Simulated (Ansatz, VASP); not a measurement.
Pb: VASP beside Ansatz

Contents of INCAR:

```
PREC     = Accurate       # precision mode
ENCUT    = 520            # plane-wave cutoff, eV
EDIFF    = 1E-8           # SCF threshold, eV
ISMEAR   = -1             # smearing method
SIGMA    = 0.05           # smearing width, eV
LREAL    = False          # projectors in reciprocal space
LASPH    = True           # aspherical terms in the spheres
NELM     = 80             # most SCF steps
ALGO     = Normal         # electronic algorithm
ISIF     = 2              # what is computed and relaxed
LWAVE    = False          # write WAVECAR
LCHARG   = False          # write CHGCAR
GGA      = PE             # functional
LEFG     = True         
NBANDS   = 21             # bands
```

The input KPOINTS:

```
regular mesh
0
Gamma
  8 8 8
```

POSCAR

```
Pb
1.0
    0.0000000000      3.4100995290      3.4100995290
    3.4100995290      0.0000000000      3.4100995290
    3.4100995290      3.4100995290      0.0000000000
Pb
2
Direct
    0.0000000000      0.0000000000      0.0000000000
    0.2500000000      0.2500000000      0.2500000000
```

Input for Ansatz:

```yaml
crystal:
  lattice:
    - [0.0, 3.410099529, 3.410099529]
    - [3.410099529, 0.0, 3.410099529]
    - [3.410099529, 3.410099529, 0.0]
  atoms:
    - { symbol: Pb, position: [0.0, 0.0, 0.0] }
    - { symbol: Pb, position: [0.25, 0.25, 0.25] }
kpoints:
  mp_grid: { grid: [8, 8, 8] }
scf:
  occupations: { method: fermi_dirac, width: 0.05 }
hamiltonian:
  xc: pbe
  pseudopotentials: { kind: paw }
output:
  forces: true
  stress: true
  eigenvalues: true
  efg: { contact_densities: true }
```

Change from the starting cell: volume scaled by 0.975, PAW files.

Alike in both runs: task electric field gradients; functional PBE; k mesh 8 × 8 × 8; occupations fermi-dirac, width 0.05 eV; no spin polarisation.

|  | VASP | Ansatz |
| --- | --- | --- |
| version | VASP 6.6.1 | Ansatz 0.2.0 |
| potentials or method | VASP PAW PBE potentials, release 64 (Pb_d) | PAW with Ansatz's default frozen-core files, scalar-relativistic |
| plane-wave cutoff (eV) | 520 | 420 |
| valence electrons in the cell | 28 | 28 |

```csv
,VASP,Ansatz,Ansatz less VASP
pressure (GPa),3.3,3.3,+0.05
Vzz of the field gradient on the site that differs most (V/Å²),0.0,0.0,0.00
```

With one functional, cell and mesh, what is left measures potentials, basis and numerics. Ansatz warned: «gradients_without_spin_orbit».

The runs have no spin-orbit coupling, so splittings on Pb are missing.
